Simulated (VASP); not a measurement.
# HfS₂: convergence, vacuum levels of a slab or layer

HfS₂, sheet, 3 atoms in the cell. PBEsol; PAW potentials S, Hf_pv (PBE set). VASP 6.6.1.

Wanted: face levels within 0.03 eV; gap on the mesh within 0.02 eV; energy within 2 meV/atom.

In-plane mesh in multiples of three: yes; Dipole correction: yes; Starting cell: layer relaxed first with the same functional.

Face levels: vacuum level at each face, counted from the middle of the gap.

POSCAR of the starting run:
```
HfS2
1.0
    3.5927867355      0.0000000000      0.0000000000
   -1.7963933677      3.1114445833      0.0000000000
    0.0000000000      0.0000000000     17.8877949359
S Hf
2 1
Direct
    0.0000000000      1.0000000000      0.4192802985
    0.3333333334      0.6666666666      0.5807197015
    0.6666666667      0.3333333333      0.4999999893
```

The series start from vacuum (Å): 15; correction: LDIPOL, IDIPOL 3, DIPOL, AMIN 0.01; k spacing (1/Å): 0.25; Smearing SIGMA (eV): 0.05; Cutoff ENCUT (eV): 340; SCF threshold EDIFF (eV): 1e-6; PREC: Accurate; ALGO: Normal. Each series keeps the choices made before it, and each single choice may use up half of a tolerance.

## Vacuum (Å)

| Vacuum (Å) | Face levels, largest deviation (eV) | Gap on the mesh (eV) | Energy less reference (meV/atom) | SCF iterations | Time (s) |
|---|---|---|---|---|---|
| 9 | 0.003 | 1.137 | -0.2 | 19 | 6.7 |
| 12 | 0.001 | 1.137 | -0.1 | 21 | 9.0 |
| 15 | 0.000 | 1.137 | -0.1 | 23 | 12 |
| 25 (reference) | 0.000 | 1.137 | 0.0 | 28 | 21 |

Chosen: 9, the loosest value from which every tighter one stays within half of the tolerance.

## Correction

| Correction | Face levels, largest deviation (eV) | Gap on the mesh (eV) | Energy less reference (meV/atom) | SCF iterations | Time (s) |
|---|---|---|---|---|---|
| LDIPOL, IDIPOL 3, DIPOL, AMIN 0.01 | 0.000 | 1.137 | 0.0 | 19 | 6.7 |
| LDIPOL, default AMIN | 0.000 | 1.137 | 0.0 | 19 | 6.7 |
| LDIPOL, no DIPOL | no result | no result | no result | 120 | 38 |
| IDIPOL 3 alone (energy only) | 0.001 | 1.137 | 0.0 | 19 | 8.2 |
| kernel truncation, coarsened | 0.014 | 1.137 | 0.2 | 19 | 9.8 |
| kernel truncation, full padding | 0.002 | 1.137 | 0.2 | 19 | 9.4 |

Chosen: LDIPOL, IDIPOL 3, DIPOL, AMIN 0.01; no other choice that stays within half of the tolerance saves 30 % of the time.

## k spacing (1/Å)

| k spacing (1/Å) | Face levels, largest deviation (eV) | Gap on the mesh (eV) | Energy less reference (meV/atom) | SCF iterations | Time (s) |
|---|---|---|---|---|---|
| 0.55 | 0.001 | 1.109 | 4.6 | 19 | 6.3 |
| 0.35 | 0.001 | 1.109 | 4.6 | 19 | 6.1 |
| 0.25 | 0.011 | 1.137 | 0.4 | 19 | 6.7 |
| 0.13 (reference) | 0.000 | 1.118 | 0.0 | 19 | 13 |

Chosen: 0.13; the next looser run is off by more than half of the tolerance, so convergence isn't shown beyond this value.

## Smearing SIGMA (eV)

| Smearing SIGMA (eV) | Face levels, largest deviation (eV) | Gap on the mesh (eV) | Energy less reference (meV/atom) | SCF iterations | Time (s) |
|---|---|---|---|---|---|
| 0.2 | 0.000 | 1.118 | 0.0 | 19 | 12 |
| 0.1 | 0.000 | 1.118 | 0.0 | 19 | 12 |
| 0.05 | 0.000 | 1.118 | 0.0 | 19 | 13 |
| 0.02 (reference) | 0.000 | 1.118 | 0.0 | 19 | 12 |

Chosen: 0.2.

## Cutoff ENCUT (eV)

| Cutoff ENCUT (eV) | Face levels, largest deviation (eV) | Gap on the mesh (eV) | Energy less reference (meV/atom) | SCF iterations | Time (s) |
|---|---|---|---|---|---|
| 260 | 0.000 | 1.122 | 9.0 | 19 | 7.8 |
| 300 | 0.001 | 1.120 | 3.7 | 19 | 8.7 |
| 340 | 0.001 | 1.118 | 1.3 | 19 | 12 |
| 470 (reference) | 0.000 | 1.117 | 0.0 | 19 | 17 |

Chosen: 470; the next looser run is off by more than half of the tolerance, so convergence isn't shown beyond this value.

## SCF threshold EDIFF (eV)

| SCF threshold EDIFF (eV) | Face levels, largest deviation (eV) | Gap on the mesh (eV) | Energy less reference (meV/atom) | SCF iterations | Time (s) |
|---|---|---|---|---|---|
| 0.0001 | 0.007 | 1.117 | 0.0 | 16 | 17 |
| 1e-5 | 0.002 | 1.117 | 0.0 | 17 | 18 |
| 1e-6 | 0.000 | 1.117 | 0.0 | 19 | 17 |
| 1e-7 (reference) | 0.000 | 1.117 | 0.0 | 20 | 20 |

Chosen: 0.0001.

## PREC

| PREC | Face levels, largest deviation (eV) | Gap on the mesh (eV) | Energy less reference (meV/atom) | SCF iterations | Time (s) |
|---|---|---|---|---|---|
| Accurate | 0.000 | 1.117 | 0.0 | 16 | 17 |
| Normal | 0.003 | 1.117 | 0.0 | 16 | 7.9 |

Chosen: Normal, the fastest of those that stay within half of the tolerance.

## ALGO

| ALGO | Face levels, largest deviation (eV) | Gap on the mesh (eV) | Energy less reference (meV/atom) | SCF iterations | Time (s) |
|---|---|---|---|---|---|
| Normal | 0.000 | 1.117 | 0.0 | 16 | 7.9 |
| Fast | 0.006 | 1.117 | 0.0 | 16 | 7.7 |
| All | 0.004 | 1.117 | 0.0 | 17 | 8.4 |

Chosen: Normal.

## All choices together

| Input | Face levels, largest deviation (eV) | Gap on the mesh (eV) | Energy less reference (meV/atom) | Time (s) |
|---|---|---|---|---|
| program defaults, no dipole correction of the potential, 7 A of vacuum, k spacing 0.5 1/A (naive) | 0.043 | 1.169 | 22.8 | 1.6 |
| chosen settings | 0.006 | 1.117 | -0.2 | 7.9 |
| reference settings throughout | 0.000 | 1.117 | 0.0 | 68 |

The chosen settings stay within the tolerance of the reference run, but the reference itself isn't shown to be converged in: k spacing (1/Å), Cutoff ENCUT (eV).

Values of the reference run: Face levels: 5.738, 5.738 eV.

## The input

INCAR:
```
  PREC = Normal
  ENCUT = 470
  EDIFF = 1E-4
  ISMEAR = 0
  SIGMA = 0.2
  LREAL = F
  LASPH = T
  ALGO = Normal
  NELM = 120
  LWAVE = F
  LCHARG = F
  GGA = PS
  KPAR = 4
  LVHAR = T
  LVACPOTAV = T
  LDIPOL = T
  IDIPOL = 3
  DIPOL = 0.5 0.5 0.5
  AMIN = 0.01
```

KPOINTS:
```
Automatic mesh
0
Gamma
  18 18 1
  0 0 0
```

POSCAR:
```
HfS2
1.0
    3.5927867355      0.0000000000      0.0000000000
   -1.7963933677      3.1114445833      0.0000000000
    0.0000000000      0.0000000000     11.8877949359
S Hf
2 1
Direct
    0.0000000000      1.0000000000      0.3785395041
    0.3333333334      0.6666666666      0.6214604959
    0.6666666667      0.3333333333      0.4999999839
```

Commands:
```
cat potpaw_PBE.64/S/POTCAR potpaw_PBE.64/Hf_pv/POTCAR > POTCAR
mpirun -np 4 vasp_std > vasp.out
```

The chosen input took VASP 6.6.1 7.9 s on 4 cores (AMD EPYC 9R45 (Zen 5)), a shared host.

## An input that fails: vacuum far too thin (2.5 A)

What the run shows: the program warns: no field-free region found.

Vacuum (Å): 15 becomes 2.5.

Changes against the starting input:
```
(POSCAR)
-    0.0000000000      0.0000000000     17.8877949359
+    0.0000000000      0.0000000000      5.3877949359
-    0.0000000000      1.0000000000      0.4192802985
-    0.3333333334      0.6666666666      0.5807197015
-    0.6666666667      0.3333333333      0.4999999893
+    0.0000000000      1.0000000000      0.2320058604
+    0.3333333334      0.6666666666      0.7679941396
+    0.6666666667      0.3333333333      0.4999999645
```
